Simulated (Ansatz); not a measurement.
P: frozen-core PAW against all-electron methods

```yaml
crystal:
  lattice:
    - [0.00000, 2.74015, 2.74015]
    - [2.74015, 0.00000, 2.74015]
    - [2.74015, 2.74015, 0.00000]
  atoms:
    - { symbol: P, position: [0.00000, 0.00000, 0.00000] }
    - { symbol: P, position: [0.25000, 0.25000, 0.25000] }
```

Atoms are numbered in the order listed.

The cell was built from the diamond type and relaxed in the same program, and has space group Fd-3m; it needn't be a known or the stable phase.

Levels of theory: DFT, PBE, PAW with Ansatz's default frozen-core files, scalar-relativistic (Ansatz 0.2.0); DFT, PBE, all-electron PAW with datasets made for the crystal, scalar-relativistic (Ansatz 0.2.0); DFT, PBE, all-electron LAPW, scalar-relativistic (Ansatz 0.2.0).

For PAW: a Γ-centred 11×11×11 k mesh, Fermi–Dirac smearing of 0.08 eV, cutoff 420 eV, no spin polarisation. The crystal-made all-electron datasets (AE datasets) take a cutoff of 200 eV at this cell. LAPW targets a basis error of 0.5 meV/atom. The Ansatz runs share mesh, smearing and spin set-up. Plane-wave (PAW) pressures include the program's estimate of the Pulay term.

Stress and pressure are positive in compression.

Levels count from the Fermi level.

| quantity | PAW | AE datasets | LAPW |
| --- | --- | --- | --- |
| pressure (GPa) | 0.02 | 0.03 | 0.03 |
| highest filled level at U (eV) | -0.810 | -0.811 | -0.811 |
| lowest empty level at U (eV) | 1.685 | 1.686 | 1.686 |
| highest filled level at X (eV) | -1.097 | -1.098 | -1.098 |
| lowest empty level at X (eV) | 5.798 | 5.799 | 5.799 |
| highest filled level at K (eV) | -0.810 | -0.811 | -0.811 |
| lowest empty level at K (eV) | 1.685 | 1.686 | 1.686 |

PAW's pressure differs from the LAPW value by about 0.01 GPa or less.
